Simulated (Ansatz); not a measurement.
## A computed series for KI: response to strain

The parent structure is KI in the rock salt structure (space group Fm-3m, No. 225; a = 7.007 Å). Axes: x, y, z lie along the cube axes.

Strains are applied to the cell and any free atomic positions relax; under biaxial strain the out-of-plane vector relaxes too; under stress the whole cell relaxes.

Method: PBEsol (Ansatz, a program for electronic structure), spin-orbit coupling left out.

Notes on the quantities. pressure: mean of the normal stresses, compression positive; energy relative to the base: free energy F.

| variant | volume per atom | band gap | pressure | energy relative to the base |
|---|---|---|---|---|
| base | 43.00 Å³ | 3.87 eV | 0.0 kbar | 0 meV/atom |
| biaxial strain +1.96 %, plane normal [110], relaxed out of plane | 44.00 Å³ | 3.77 eV | -2.6 kbar | +2.1 meV/atom |
| biaxial strain +0.92 %, plane normal [111], relaxed out of plane | 43.32 Å³ | 3.82 eV | -0.9 kbar | +0.3 meV/atom |
| isotropic strain −5.83 % | 35.91 Å³ | 4.33 eV | (withheld) | +64 meV/atom |
| isotropic strain −1.03 % | 41.68 Å³ | 3.94 eV | (withheld) | +1.6 meV/atom |
| uniaxial strain ε_yy = −4.24 % | 41.17 Å³ | 3.95 eV | 6.8 kbar | +8.9 meV/atom |
| uniaxial strain ε_zz = +0.25 % | 43.10 Å³ | 3.87 eV | -0.3 kbar | 0.0 meV/atom |
| uniaxial strain ε_zz = +5.45 % | 45.34 Å³ | 3.76 eV | (withheld) | +9.1 meV/atom |
| tensor shear ε_yz = +2.43 % | 42.97 Å³ | (withheld) | 0.0 kbar | +1.1 meV/atom |
| uniaxial stress, 1 GPa compression along z | 42.04 Å³ | 3.91 eV | – | +3.6 meV/atom |

Q: What belongs in the blanks?

A: 
- isotropic strain −5.83 %, pressure: 34.4 kbar
- isotropic strain −1.03 %, pressure: 4.1 kbar
- uniaxial strain ε_zz = +5.45 %, pressure: -4.8 kbar
- tensor shear ε_yz = +2.43 %, band gap: 3.80 eV

A biaxial case was relaxed in a doubled cell and then solved in the primitive one. Spin-orbit coupling, missing from the scalar runs, can matter with I. Beyond what the load breaks, stability against distortions was not tested.
